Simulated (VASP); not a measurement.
A run of VASP 6.6.1 is set up as follows.

INCAR

```
SYSTEM = LiH
PREC = Accurate
ENCUT = 600
EDIFF = 1E-6
ISMEAR = -1
SIGMA = 0.05
LREAL = .FALSE.
LASPH = .TRUE.
NELM = 100
ALGO = Normal
ISIF = 3
LWAVE = .FALSE.
LCHARG = .FALSE.
GGA = CA
IBRION = 2
NSW = 40
EDIFFG = -0.01
PSTRESS = 50
```

The input KPOINTS:

```
regular mesh
0
G
  8 8 3
  0 0 0
```

Contents of POSCAR:

```
LiH
1.0
    2.8125500000      0.0000000000      0.0000000000
   -1.4062700000      2.4357400000      0.0000000000
    0.0000000000      0.0000000000     11.8418100000
Li H
5 5
Direct
    0.0000000000      0.0000000000      0.7929800000
    0.0000000000      0.0000000000      0.0000000000
    0.0000000000      0.0000000000      0.2070200000
    0.3333300000      0.6666700000      0.4023000000
    0.6666700000      0.3333300000      0.5977000000
    0.3333300000      0.6666700000      0.6954100000
    0.6666700000      0.3333300000      0.8965800000
    0.3333300000      0.6666700000      0.1034200000
    0.6666700000      0.3333300000      0.3045900000
    0.0000000000      0.0000000000      0.5000000000
```

Potentials or basis: VASP PAW LDA potentials, release 64 (Li_sv, H).

The run is started by

```console
$ cat potpaw_LDA.64/Li_sv/POTCAR potpaw_LDA.64/H/POTCAR > POTCAR
$ mpirun -np 1 vasp_std > vasp.out
```

**Question.** Estimate the relaxed cell.

**Answer.** a = 2.643 Å, b = 2.643 Å, c = 11.147 Å, α = 90.00°, β = 90.00°, γ = 120.00°.

**Question.** What does it give for the space group after relaxing (to 0.05 Å)?

**Answer.** P-3m1 (No. 164).

Stress tensor (GPa, compression positive):
```
4.88 0.00 0.00
0.00 4.88 0.00
0.00 0.00 5.12
```

Caveat: the cutoff is under 1.25 times the usual one of these potentials, so pressure, stress and relaxed cells hold a basis-set (Pulay) error; the cell is relaxed towards a set pressure, so the enthalpy falls and the energy may rise.
